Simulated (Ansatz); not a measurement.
# TiO2: the cost of one run

Program: Ansatz 0.2.0. Level of theory: DFT PBE, scalar-relativistic, plane waves, PAW. These are calculated values, not measurements.

3 further runs of the same task are left out: 3 set aside as unsound or not needed.

## (1) The system as given

The cell holds 30 atoms (CO20Ti9): a = 7.720 Å, b = 7.720 Å, c = 7.720 Å, α = 102.18°, β = 113.24°, γ = 113.24°.

The coordinates of this cell stand in the input of its own run.

The host was relaxed before at PBE: a = 3.799 Å, b = 3.799 Å, c = 9.698 Å, α = 90.00°, β = 90.00°, γ = 90.00° (conventional cell), 11.665 Å³/atom.

Places, in fractions of the supercell: C in place of Ti at (0.400, 0.800, 0.600). The start keeps the symmetry of the ideal site.

## (2) Band edges of the host over the zone

Contents of input.yaml:

```yaml
crystal:
  lattice:
    - [-1.8995999942, 1.8995999942, 4.8488731938]
    - [1.8995999942, -1.8995999942, 4.8488731938]
    - [1.8995999942, 1.8995999942, -4.8488731938]
  atoms:
    - { symbol: Ti, position: [0.0, 0.0, 0.0] }
    - { symbol: Ti, position: [0.75, 0.25, 0.5] }
    - { symbol: O, position: [0.9564814582, 0.4564814582, 0.5] }
    - { symbol: O, position: [0.2064814582, 0.2064814582, 0.0] }
    - { symbol: O, position: [0.5435185418, 0.0435185418, 0.5] }
    - { symbol: O, position: [0.7935185418, 0.7935185418, 0.0] }
basis:
  ecutwfc: 420
  xc_grid: 2
kpoints:
  mp_grid: { grid: [10, 10, 10] }
  band_path: { path: [VBM, CBM], npoints: 2 }
hamiltonian:
  xc: pbe
scf:
  occupations: { method: gaussian, width: 0.02 }
output:
  forces: true
  stress: true
  eigenvalues: true
```

Started as:

```sh
$ ansatz run input.yaml --threads 8 --pin off --max-ram 16384MiB --backend cpu --events-out ev --progress --plain --runs-dir out
```

**Question.** How long does this run take on 8 threads of Arm Neoverse V2, shared host, and how much memory does it need?

About 2.3 s, with a peak of 0.53 GiB.
